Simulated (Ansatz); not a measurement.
Density of states of Bi4Se3 (R-3m, a = 4.262 Å, b = 4.262 Å, c = 39.510 Å, α = 90.00°, β = 90.00°, γ = 120.00°), in states per eV and primitive cell, averaged over bins of 0.3 eV. Theory: Ansatz 0.2.0, DFT PBEsol, scalar-relativistic, plane waves, PAW.

Plane waves to 420 eV, a k mesh through Γ of 12×12×12 on the computed 7-atom cell and Gaussian smearing (0.10 eV); no spin polarisation.

The cell is relaxed at this level. The states (both spins) are summed by tetrahedra on a 18×18×18 mesh at the self-consistent density. Energies are bin centres; the table starts no lower than −8 eV and ends at 6 eV, or lower where the solved bands end.

It is a metal at this level.

```tsv
E − E_F (eV)	total	Bi 6p	Se 4p	Bi 6s	Se 4s
-5.80	1.46	0.66	0.76	0.00	0.02
-5.50	2.12	0.94	1.13	0.01	0.03
-5.20	1.75	0.75	0.95	0.02	0.02
-4.90	2.62	1.13	1.42	0.03	0.03
-4.60	4.48	1.88	2.44	0.06	0.07
-4.30	4.95	1.91	2.87	0.06	0.07
-4.00	4.77	1.84	2.78	0.07	0.06
-3.70	5.73	2.18	3.37	0.08	0.06
-3.40	5.88	2.19	3.46	0.11	0.07
-3.10	5.12	1.90	2.99	0.12	0.06
-2.80	5.78	2.11	3.40	0.15	0.07
-2.50	5.28	1.66	3.31	0.19	0.06
-2.20	5.95	1.47	4.12	0.24	0.04
-1.90	5.46	1.34	3.58	0.41	0.05
-1.60	3.10	1.21	1.63	0.17	0.04
-1.30	4.05	2.27	1.48	0.17	0.06
-1.00	4.97	2.80	1.75	0.28	0.07
-0.70	3.52	2.42	0.75	0.20	0.08
-0.40	2.31	1.76	0.32	0.11	0.08
-0.10	0.71	0.61	0.06	0.02	0.01
0.20	1.00	0.69	0.19	0.03	0.06
0.50	2.19	1.47	0.46	0.05	0.13
0.80	3.98	2.72	0.86	0.07	0.19
1.10	4.57	3.13	1.04	0.07	0.17
1.40	5.11	3.43	1.28	0.08	0.11
1.70	3.63	2.42	0.93	0.06	0.06
2.00	3.78	2.48	1.01	0.06	0.06
2.30	4.41	2.92	1.06	0.06	0.06
2.60	5.71	3.66	1.31	0.07	0.04
2.90	5.48	3.77	1.11	0.06	0.02
3.20	5.65	3.56	1.07	0.05	0.02
3.50	5.79	3.33	1.08	0.04	0.02
3.80	5.61	3.02	1.04	0.04	0.01
4.10	4.05	1.79	0.81	0.02	0.01
4.40	3.08	1.14	0.64	0.01	0.01
4.70	2.10	0.62	0.37	0.01	0.01
5.00	2.92	0.33	0.14	0.00	0.00
5.30	3.61	0.29	0.10	0.01	0.00
5.60	2.66	0.16	0.04	0.00	0.00
```

The columns after the total are the Löwdin projections on the occupied valence shells of the potentials. The rest of the total lies in shells that are empty in the free atom, which aren't projected, and between the atoms.

Spin-orbit coupling is left out, which matters for the bands of heavy elements.

Cost: 1 run of about 9.4 core-minutes, on Intel Xeon Platinum 8488C (Sapphire Rapids) (shared hosts).